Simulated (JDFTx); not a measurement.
## Al: equation of state with PBEsol

**What was measured.**

From “The interpretation of polycrystalline coherent inelastic neutron scattering from aluminium”, 2013, pmc:3831299, for a bulk crystal of Al: bulk modulus 76.9 GPa.

The system is Al.

```
CELL_PARAMETERS angstrom
0.00000 2.02481 2.02481
2.02481 0.00000 2.02481
2.02481 2.02481 0.00000
ATOMIC_POSITIONS crystal
Al 0.00000 0.00000 0.00000
```

```yaml
Program: JDFTx 1.7.0 (patched build)
Task: equation of state
Functional: PBEsol
Potentials_or_basis: PseudoDojo-SR-PBEsol-0.4.1-standard with smoothed tails
Cutoff: 544 eV
Density_cutoff: 2177 eV
k_mesh: 11 × 11 × 11
Occupations: fermi-dirac, width 0.05 eV
Spin: no spin polarisation
```

The equilibrium volume is 16.18 Å³/atom and the bulk modulus is 84 GPa. The pressure derivative of the bulk modulus is 4.5.

Energy against volume, from the lowest point:
```tsv
volume (Å³/atom)	energy (meV/atom)
15.607	5.55
15.939	0.84
16.271	0.00
16.603	2.63
16.935	8.38
17.267	16.90
17.599	27.90
```

Against the measured bulk modulus of Al, 76.9 GPa (quoted in “The interpretation of polycrystalline coherent inelastic neutron scattering from aluminium”, 2013, pmc:3831299), the calculated 84 GPa is off by +9.3 %. The fit is for a static lattice scaled at fixed shape and fixed fractional positions. The cell as given is a measured one (16.60 Å³/atom); PBEsol puts the equilibrium volume -2.5 % from it, thermal expansion not counted.
